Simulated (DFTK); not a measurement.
Pb:

```
CELL_PARAMETERS angstrom
0.00000 2.47502 2.47502
2.47502 0.00000 2.47502
2.47502 2.47502 0.00000
ATOMIC_POSITIONS crystal
Pb 0.00000 0.00000 0.00000
```

Base run:

| Item | Value |
| --- | --- |
| Program | DFTK 0.8.2 |
| Functional | r2SCAN |
| Potentials or basis | cp2k.nc.sr.pbe.v0_1.largecore.gth (PBE, GTH, large core) |
| Cutoff | 952 eV |
| k mesh | 9 × 9 × 9 |
| Occupations | fermi-dirac, width 0.05 eV |
| Spin | no spin polarisation |

Its results: band gap on the k mesh none (metal or under the smearing width); pressure 2.0 GPa.

Question: The run is repeated on the same cell with these changes: potentials or basis from cp2k.nc.sr.pbe.v0_1.largecore.gth (PBE, GTH, large core) to SG15 1.2 (PBE); cutoff from 952 eV to 1225 eV; valence electrons from 4 to 14. What comes out?

Answer: Band gap on the k mesh none (metal or under the smearing width); pressure -0.5 GPa.

Caveats: the potentials were made for another functional, which shifts forces and pressure; GTH potentials come without recommended cutoffs, and this one wasn't checked for convergence (some runs); this set keeps more shells in the core, which shifts pressures and gaps (some runs).

Not every run made on this cell is shown here.
